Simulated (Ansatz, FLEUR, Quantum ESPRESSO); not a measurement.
**Equation of state of SnTe under LDA**

Symmetry: Fm-3m, No. 225, cubic system. The conventional cell has a = 6.302 Å, b = 6.302 Å, c = 6.302 Å, α = 90.00°, β = 90.00°, γ = 90.00°. Te (site symmetry m-3m) is surrounded by 6 Sn at 3.15 Å. Sn (site symmetry m-3m) has 6 Te at 3.15 Å as nearest neighbours.

The cell was scaled at fixed shape and fractions and run with Quantum ESPRESSO, GBRV 1.5 LDA, cutoff 925 eV; LDA, k mesh 7 × 7 × 7 on the cell of 2 atoms, fermi-dirac occupations of 0.05 eV, no spin polarisation, no spin-orbit coupling. Energies are those that the program minimises, any entropy of the smearing included.

| V (Å³/atom) | energy over the lowest row (meV/atom) |
| --- | --- |
| 29.4043 | 3.15 |
| 30.0299 | 0.00 |
| 30.6556 | ? |
| 31.2812 | 5.92 |
| 31.9068 | 14.10 |
| 32.5324 | 25.25 |
| 33.1581 | 39.06 |

Question: Fit the third-order Birch-Murnaghan form, give V0, B0 and B′, and predict the energy left open.

Answer: With y = (V0/V)^(2/3), E = E0 + (9 V0 B0/16) [(y - 1)³ B′ + (y - 1)² (6 - 4y)]. Least squares through the rows shown give V0 = 30.1729 Å³/atom, E0 = -0.11 meV, B0 = 50.75 GPa (1 eV/Å³ = 160.218 GPa) and B′ = 4.65, with a largest miss of 0.01 meV. At V = 30.6556 the form with these constants gives 1.08 meV; the run gave 1.09 meV an atom. Other set-ups at this level, from all their volumes (Å³/atom, GPa): FLEUR, all-electron, FLAPW: V0 30.245, B0 50.22; Ansatz, all-electron LAPW, scalar-relativistic: V0 30.255, B0 50.19; Quantum ESPRESSO, PseudoDojo 0.4.1 SR LDA standard: V0 30.268, B0 50.28.

The LDA minimum lies at 30.1729 Å³/atom, below the 31.2812 Å³/atom of the listed cell, which is close to the measured volume of rocksalt SnTe. This contraction is the usual LDA overbinding. The modest bulk modulus of 50.75 GPa fits a lattice of large ions held by p-p σ bonds along the cube axes, with too few electrons for a full two-electron bond to each neighbour. The energy rises faster on compression than on equal expansion, as B′ = 4.65 implies, because closed-shell repulsion grows steeply while the bonding weakens more gradually.

The two all-electron results nearly coincide, so the slightly smaller and stiffer GBRV solid probably reflects its pseudopotentials. Smaller volume doesn't mean greater stiffness throughout, however: PseudoDojo gives the largest volume but not the lowest modulus. The well-predicted open energy supports the fit as an interpolation, but says nothing about whether the cubic structure is stable against the off-centre displacement of the Sn and Te sublattices known in SnTe at low temperature.
